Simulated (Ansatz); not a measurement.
# Fe (Im-3m) in Ansatz: single point with PBE

Aim: the single point of Fe with PBE.

Everything below comes from runs of Ansatz 0.2.0. Logs are shortened: lines on timing, memory, paths and dates and some standing lists are left out, and cuts for length are marked.

### 1 The undisturbed crystal

The structure is cubic, space group Im-3m (No. 229). The conventional cell has a = 2.886 Å, b = 2.886 Å, c = 2.886 Å, α = 90.00°, β = 90.00°, γ = 90.00°. Fe (site symmetry m-3m) is surrounded by 8 Fe at 2.50 Å.

### 2 Single point, PBE, collinear spin, ferromagnetic start, moments held on the sites (cell strained at random at fixed volume)

Input file input.yaml:

```yaml
crystal:
  lattice:
    - [-1.438715, 1.468286, 1.454718]
    - [1.456123, -1.437349, 1.441189]
    - [1.419823, 1.418457, -1.423781]
  atoms:
    - { symbol: Fe, position: [0.028282, -0.015419, 0.033038], spin: 3.0 }
kpoints:
  mp_grid: { grid: [13, 13, 13] }
scf:
  occupations: { method: fermi_dirac, width: 0.1 }
hamiltonian:
  xc: pbe
  pseudopotentials:
    kind: all_electron
    lapw: { basis_error: 0.0005, small_component_spin: dirac_moment }
magnetization:
  spin_polarized: true
  spin_locking: { lock_spins: true }
output:
  forces: true
  stress: true
  eigenvalues: true
```

Potentials or basis: all-electron LAPW, Dirac moment of small components.

Run with:

```sh
$ ansatz run input.yaml --threads 2 --pin off --max-ram 5120MiB --backend cpu --events-out ev --progress --plain --runs-dir out
```

The log of the run:

```text
Warning: output.stress: the lock of the moments that magnetization.spin_locking holds to the close lets an SCF meet its threshold on dr2 anywhere within the lock's freeze window, and the stress can move with the moments there: no threshold on dr2 bounds that. The window is the square root of the freeze energy over magnetization.spin_locking.lambda. Set magnetization.spin_locking.freeze_energy_tol to 1e-7 of magnetization.spin_locking.lambda or tighter (1e-7 eV at magnetization.spin_locking.lambda's default), and hold the SCF's own gates tight with it: the threshold on dr2 and, on a non-collinear run, whose gate on the magnetisation can be let go, scf.convergence.magnetization_residual_energy_tol, under 2e-7 eV over the cell's volume in cubic angstroms (a run under these bars is not thereby shown to hold its stress)
Warning: RAYON_NUM_THREADS=2 ignored (pool sized by the plan → 2); use --threads N
LAPW: plane waves up to 9.418 Å⁻¹, error target 5.0e-4 eV per atom; small_component_spin dirac_moment; Fe in spheres of 1.230 Å, 16 of its electrons in bands, Dirac shells [] (how accurate: hamiltonian.pseudopotentials.lapw.basis_error, Limitations)
Engine: ansatz 0.2.0, x86_64-unknown-linux-gnu
Pseudopotentials: kind: all_electron
Pseudopotential: Fe, LAPW, valence charge 16, lapw/all_electron/scalar/gaussian/Fe, Koelling and Harmon's equation, gaussian nucleus
Functional definition: PBE
  parameter kappa = 0.804
  parameter beta = 0.06672455060314922
  exchange = pbe_x(kappa = kappa, mu = beta*pi^2/3)
  correlation = pbe_c(beta = beta)
Crystal: 1 atoms, lattice volume = 12.019 Å³
Basis set: ecut = 337.92069070854734 eV, 177 PW (Γ), exchange–correlation at level 2
Bands: 14, of which v1, the nominal top of the filled ones, is band 8 counted from 1 (7 counted from 0)
Symmetry: 2 space group operations
Space group: P-1 (ITA 2), of the structure as read, at distance tolerance 2.3e-5 Å
Magnetic group: BNS 2.4 (UNI 4), of the structure as read, at distance tolerance 2.3e-5 Å
k-points: 1099 of 2197
Non-local potential: Fe, projectors of the file, none
Initial density: superposition of atomic densities (chi_scale 0.1, normalization cell)
Starting moments: Σ|m| = 3 μB on 1 of 1 site
Initial wavefunctions: plane waves of lowest kinetic energy (no species holds an atomic orbital)
Functional: x = pbe(κ = 0.804, μ = 0.2195149727645171), c = pbe(β = 0.06672455060314922)
iter 1 solved again at ethr=7.87e-5 eV; its pass at ethr=1.00e-1 eV (dr2=1.26e-2 eV) is discarded
SCF iter   1: F=-34633.924955 eV  HF=-34633.947832 eV  |F-HF|=2.29e-2  |Δ(HF+E_count)|=         —  Δρ=1.69e-2 (↑1.05e-2 ↓1.69e-2)  dr2=1.28e-2  dr2_m=1.60e-2  M=2.751 μB ∫|m|=2.817 μB  β_m=0.30  ethr=7.87e-5  ⟨swp⟩=3.1  Hψ=227834  notcnv=0
preconditioner: auto → none  [metal: Δε(μ)=0.005 eV  Ē_g=14.631 eV  σ=0.100 eV  W_gap=0.01  n_scr=0 (ndim 8)  ℏωp=30.3 eV  f_vac=0.000  D(μ)=0.98/eV (n_scr^D=12)]
iter 2 solved again at ethr=5.37e-6 eV; its pass at ethr=7.87e-5 eV (dr2=8.59e-4 eV) is discarded
SCF iter   2: F=-34634.014316 eV  HF=-34633.970760 eV  |F-HF|=4.36e-2  |Δ(HF+E_count)|=   2.29e-2  Δρ=1.03e-2 (↑8.46e-3 ↓1.03e-2)  dr2=8.59e-4  dr2_m=9.31e-3  M=2.742 μB ∫|m|=2.831 μB  β_m=0.39  ethr=5.37e-6  ⟨swp⟩=2.0  Hψ=136787  notcnv=0
SCF iter   3: F=-34634.027201 eV  HF=-34634.002382 eV  |F-HF|=2.48e-2  |Δ(HF+E_count)|=   3.16e-2  Δρ=8.09e-3 (↑5.70e-3 ↓8.09e-3)  dr2=9.73e-4  dr2_m=4.89e-3  M=2.732 μB ∫|m|=2.848 μB  β_m=0.35  ethr=5.37e-6  ⟨swp⟩=3.0  Hψ=85834  notcnv=0
SCF iter   4: F=-34634.030634 eV  HF=-34634.025969 eV  |F-HF|=4.66e-3  |Δ(HF+E_count)|=   2.36e-2  Δρ=3.33e-3 (↑2.71e-3 ↓3.33e-3)  dr2=8.33e-5  dr2_m=9.66e-4  M=2.707 μB ∫|m|=2.868 μB  β_m=0.55  ethr=5.37e-6  ⟨swp⟩=3.0  Hψ=92650  notcnv=0
SCF iter   5: F=-34634.030891 eV  HF=-34634.030884 eV  |F-HF|=6.93e-6  |Δ(HF+E_count)|=         —  Δρ=3.12e-4 (↑3.12e-4 ↓9.47e-5)  dr2=8.58e-6  dr2_m=2.49e-6  M=2.693 μB ∫|m|=2.888 μB  β_m=0.76  ethr=5.20e-7  ⟨swp⟩=3.3  Hψ=87783  notcnv=0
the basis was enlarged: its passes take 1.1 MiB over the memory plan, 2 of 2 planned eigensolver slots
SCF iter   6: F=-34634.030281 eV  HF=-34634.030280 eV  |F-HF|=1.43e-6  |Δ(HF+E_count)|=   6.05e-4  Δρ=4.44e-5 (↑4.44e-5 ↓4.21e-5)  dr2=6.71e-8  dr2_m=1.80e-7  M=2.692 μB ∫|m|=2.889 μB  β_m=0.85  ethr=5.36e-8  ⟨swp⟩=2.9  Hψ=80816  notcnv=0
SCF iter   7: F=-34634.030287 eV  HF=-34634.030287 eV  |F-HF|=2.59e-8  |Δ(HF+E_count)|=   7.51e-6  Δρ=9.93e-6 (↑7.17e-6 ↓9.93e-6)  dr2=6.64e-9  dr2_m=6.05e-9  M=2.691 μB ∫|m|=2.889 μB  β_m=0.90  ethr=4.19e-10  ⟨swp⟩=3.0  Hψ=87149  notcnv=0
SCF iter   8: F=-34634.030306 eV  HF=-34634.030306 eV  |F-HF|=8.00e-11  |Δ(HF+E_count)|=   1.92e-5  Δρ=1.73e-6 (↑1.32e-6 ↓1.73e-6)  dr2=2.05e-10  dr2_m=1.96e-10  M=2.691 μB ∫|m|=2.889 μB  ethr=4.15e-11  ⟨swp⟩=3.0  Hψ=84032  notcnv=0
Constraint outer step 1 at iter 8: max|Δm| = 2.24e-1 μB  λ_eff = 1.000 eV/μB²  [c0 t0: gradient δμ = -4.478e-1 eV/μB]
Mixer restart at iter 8: flushing history
SCF iter   9: F=-34634.084850 eV  HF=-34634.073495 eV  |F-HF|=1.14e-2  |Δ(HF+E_count)|=         —  Δρ=1.10e-2 (↑9.89e-3 ↓1.10e-2)  dr2=3.84e-4  dr2_m=1.20e-2  M=2.896 μB ∫|m|=3.093 μB  β_m=0.90  ethr=1.28e-12  ⟨swp⟩=6.4  Hψ=153031  notcnv=0  reapply=115
SCF iter  10: F=-34633.932486 eV  HF=-34633.932006 eV  |F-HF|=4.80e-4  |Δ(HF+E_count)|=   1.41e-1  Δρ=6.17e-3 (↑5.13e-3 ↓6.17e-3)  dr2=3.08e-4  dr2_m=3.43e-3  M=2.763 μB ∫|m|=2.971 μB  β_m=0.28  ethr=2.40e-6  ⟨swp⟩=3.0  Hψ=86710  notcnv=0
SCF iter  11: F=-34633.942347 eV  HF=-34633.941347 eV  |F-HF|=1.00e-3  |Δ(HF+E_count)|=   9.34e-3  Δρ=3.67e-3 (↑3.28e-3 ↓3.67e-3)  dr2=4.85e-5  dr2_m=1.32e-3  M=2.781 μB ∫|m|=2.988 μB  β_m=0.53  ethr=1.92e-6  ⟨swp⟩=2.0  Hψ=77857  notcnv=0
SCF iter  12: F=-34633.963077 eV  HF=-34633.963069 eV  |F-HF|=7.86e-6  |Δ(HF+E_count)|=   2.17e-2  Δρ=1.22e-4 (↑1.15e-4 ↓1.22e-4)  dr2=1.11e-7  dr2_m=1.47e-6  M=2.811 μB ∫|m|=3.016 μB  β_m=0.76  ethr=3.03e-7  ⟨swp⟩=2.4  Hψ=79463  notcnv=0
SCF iter  13: F=-34633.962426 eV  HF=-34633.962427 eV  |F-HF|=1.47e-7  |Δ(HF+E_count)|=   6.43e-4  Δρ=4.52e-5 (↑4.52e-5 ↓4.36e-5)  dr2=5.39e-8  dr2_m=1.95e-7  M=2.810 μB ∫|m|=3.016 μB  ethr=6.93e-10  ⟨swp⟩=3.1  Hψ=87226  notcnv=0
Constraint outer step 2 at iter 13: max|Δm| = 1.03e-1 μB  λ_eff = 1.000 eV/μB²  [c0 t0: secant δμ = -3.807e-1 eV/μB]
Mixer restart at iter 13: flushing history
SCF iter  14: F=-34633.999942 eV  HF=-34633.993802 eV  |F-HF|=6.14e-3  |Δ(HF+E_count)|=         —  Δρ=8.29e-3 (↑7.20e-3 ↓8.29e-3)  dr2=3.05e-4  dr2_m=6.52e-3  M=2.960 μB ∫|m|=3.169 μB  β_m=0.76  ethr=3.37e-10  ⟨swp⟩=4.9  Hψ=123550  notcnv=0
SCF iter  15: F=-34633.877069 eV  HF=-34633.879330 eV  |F-HF|=2.26e-3  |Δ(HF+E_count)|=   1.14e-1  Δρ=1.39e-3 (↑7.46e-4 ↓1.39e-3)  dr2=1.28e-4  dr2_m=8.50e-5  M=2.908 μB ∫|m|=3.116 μB  β_m=0.73  ethr=1.90e-6  ⟨swp⟩=2.8  Hψ=82017  notcnv=0
SCF iter  16: F=-34633.883212 eV  HF=-34633.889190 eV  |F-HF|=5.98e-3  |Δ(HF+E_count)|=   9.86e-3  Δρ=1.12e-3 (↑7.60e-4 ↓1.12e-3)  dr2=2.37e-4  dr2_m=6.51e-6  M=2.916 μB ∫|m|=3.126 μB  β_m=0.50  ethr=8.02e-7  ⟨swp⟩=3.0  Hψ=83854  notcnv=0
SCF iter  17: F=-34633.886898 eV  HF=-34633.887193 eV  |F-HF|=2.94e-4  |Δ(HF+E_count)|=   2.00e-3  Δρ=2.82e-4 (↑1.47e-4 ↓2.82e-4)  dr2=1.22e-5  dr2_m=7.98e-7  M=2.915 μB ∫|m|=3.124 μB  β_m=0.75  ethr=8.02e-7  ⟨swp⟩=2.0  Hψ=77904  notcnv=0
SCF iter  18: F=-34633.886465 eV  HF=-34633.886469 eV  |F-HF|=4.42e-6  |Δ(HF+E_count)|=   7.23e-4  Δρ=3.25e-5 (↑2.30e-5 ↓3.25e-5)  dr2=2.03e-7  dr2_m=1.04e-8  M=2.914 μB ∫|m|=3.123 μB  β_m=0.80  ethr=7.63e-8  ⟨swp⟩=2.0  Hψ=77840  notcnv=0
SCF iter  19: F=-34633.886476 eV  HF=-34633.886476 eV  |F-HF|=2.24e-8  |Δ(HF+E_count)|=   6.75e-6  Δρ=2.99e-6 (↑1.95e-6 ↓2.99e-6)  dr2=1.52e-9  dr2_m=1.58e-10  M=2.914 μB ∫|m|=3.123 μB  ethr=1.27e-9  ⟨swp⟩=2.1  Hψ=77980  notcnv=0
SCF 1 converged in 19 iterations: F = -34633.886476 eV  dr2 = 1.52e-9
this state was not tested for a lower state beside it, because a magnetisation constraint still acts at the end of the SCF (magnetization_constraint; see scf.lower_state_search)
SCF converged after 19 iterations
Magnetization: 2.9139 μB (9.4570 up, 6.5430 down)
Absolute magnetization: 3.1234 μB (∫|ρ↑−ρ↓|)
Spin contamination: 0.0865 ħ² per cell (⟨S²⟩ above its minimum at these occupations)
Per-site moments (μB) at R_I (Å): [(3.0008846560185143, 1.0150408838381961)]
--- Magnetisation constraints (ε_frz = 1.0e-4 eV) ---
  site  kind      target   achieved (μB)  |Δ|max (μB)  g (eV/μB)  λ_eff  esc  ok   flags
  0     per_site  +3.0000  +3.0009        8.85e-4      -8.27e-1   1.000  0    yes
Free energy (F): -34633.886476 eV
Harris-Foulkes:  -34633.886476 eV  (|F-HF|=2.24e-8)
Internal energy: -34633.854832 eV  (E = F + TS)
E sigma→0 (E₀):  -34633.870654 eV
Entropy (-TS):   -0.031644 eV (-31.644 meV/atom)
Fermi energy:    17.926160 eV
--- Per-component energies (eV) ---
  E_band       = -229.941599
  E_kinetic    = 35113.567228
  E_xc         = -1523.475506
  E_constr_dc  = -2.480751  (∫m·b dr)
  E_electrostatic = -68223.946559  (all electrons and nuclei)
  E_smearing   = -0.031644  (= −TS)
  E_closure    = 0.000005  (closes the sum)
  E_penalty    = -0.000737  (constraint; not in F)
  E_atoms      = -34625.004615  (free atoms, spherical and without spin; not in F)
  Σ components = -34633.886476   (vs F -34633.886476, Δ=0.00e0)
  Basis errors (estimates in eV, not in F): energy 1.8e-4 per atom: plane waves 1.7e-4 (9.5e-5 summed), levels above the bands 4.0e-83, relativity 9.3e-9, radial functions 1.4e-5, core shells 5.7e-9; eigenvalues (radial functions only) 2.6e-5; not estimated: angular momenta, meshes, grids; target (lapw.basis_error) 5.0e-4; muffin-tin radii Fe 1.230 Å
--- Forces (eV/Å), atoms counted from 1 ---
  atom   1  Fe     0.00000000     0.00000000     0.00000000
  max |Σ_I F_I| component: 0.00e0 eV/Å
--- Stress (GPa, compression-positive) ---
       10.936344       1.422838      -1.330431
        1.422838      10.624103      -2.395148
       -1.330431      -2.395148      10.440085
  P = ⅓ Tr σ = 10.6668 GPa (106.668 kbar)
--- Band table (eV; the first three rows and the last of 2198) ---
  k-point 0 ↑: bands = ["-71.7529", "-37.6101", "-37.5994", "-37.5554", "8.8724", "13.9904", "14.1133", "14.1714", "15.3418", "15.3670", "40.6625", "41.2429", "41.3132", "46.0095"]
  k-point 1 ↑: bands = ["-71.7492", "-37.6191", "-37.6016", "-37.5711", "9.1109", "14.0509", "14.0745", "14.2180", "15.3006", "15.3461", "39.8851", "40.4051", "41.0613", "44.7710"]
  k-point 2 ↑: bands = ["-71.7390", "-37.6579", "-37.6102", "-37.5979", "9.7944", "13.9055", "14.0976", "14.5228", "15.1774", "15.3546", "36.8334", "39.3476", "40.4858", "42.3612"]
  k-point 1098 ↓: bands = ["-66.5047", "-32.7897", "-32.5760", "-32.4765", "14.4377", "17.1150", "17.2872", "20.2173", "20.5076", "21.5249", "28.4460", "34.1805", "36.1824", "43.5039"]
```

It took 1.9 min on 2 threads of Intel Xeon Platinum 8488C (Sapphire Rapids), shared host; peak memory 1.5 GiB.

Results:

- Free energy: -34633.8865 eV
- Band gap on the k mesh: none (metal or under the smearing width)
- Net moment: 2.91 μB per cell
- Absolute moment: 3.12 μB per cell
- Site moments: Fe +3.00 μB

Levels at points of the mesh, in eV from the Fermi level:
Spin up:
| k point | band 7 | band 8 | band 9 | band 10 | band 11 | band 12 |
| --- | --- | --- | --- | --- | --- | --- |
| (0.00, 0.00, 0.00) | -3.81 | -3.75 | -2.58 | -2.56 | 22.74 | 23.32 |
Spin down:
```csv
k point,band 3,band 4,band 5,band 6,band 7,band 8,band 9,band 10,band 11,band 12
"(0.00, 0.00, 0.00)",-50.39,-50.38,-8.24,0.33,0.53,0.63,2.29,2.34,22.80,23.43
```

Caveat: the SCF stop doesn't bound the stress; each atom's moment is held at its typed value, so this isn't a free magnetic state.
